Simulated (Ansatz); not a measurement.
**TiO2 (P4_2/mnm): G0W0 and the k mesh**

```
Ti O
1.0
     4.59400    0.00000    0.00000
     0.00000    4.59400    0.00000
     0.00000    0.00000    2.95900
Ti O
2 4
Cartesian
  0.0000 0.0000 0.0000
  2.2970 2.2970 1.4795
  1.4003 1.4003 0.0000
  3.1937 3.1937 0.0000
  3.6973 0.8967 1.4795
  0.8967 3.6973 1.4795
```

Held fixed (Ansatz):

```json
{
  "orbitals": "PBE",
  "datasets": "soft PAW set, first generation",
  "response cutoff": "113.3 eV",
  "wave cutoff": "420 eV",
  "frequencies": "plasmon pole, fitted at the program's default frequency",
  "q → 0 term": "analytic weight of Carrier, Rohra and Görling",
  "band sums": "cut at the band count"
}
```

The gap is read direct at Γ, linearised, between the Kohn-Sham band edges among the points solved. The direct gap is read between the top filled and lowest empty Kohn-Sham band at Γ. Empty bands: 290, 290, 290 in the order of the series.

```tsv
mesh	KS gap (eV)	G0W0 gap (eV)	direct at Γ (eV)
3×3×4	1.89	3.25	3.25
4×4×6	1.89	3.27	3.27
5×5×8	1.89	?	?
```

(1) Fill in the row for 5×5×8.

## Answers

(1) G0W0 gap 3.27 eV, direct at Γ 3.27 eV.

Soft PAW datasets can miss an all-electron G0W0 gap by more than 5 %. The mesh is coarse, so these are values at the stated settings, not converged ones. Band sums or response are cut, so the gap isn't at its basis limit. The gap is read among the points solved; the crystal's band edges can lie elsewhere.
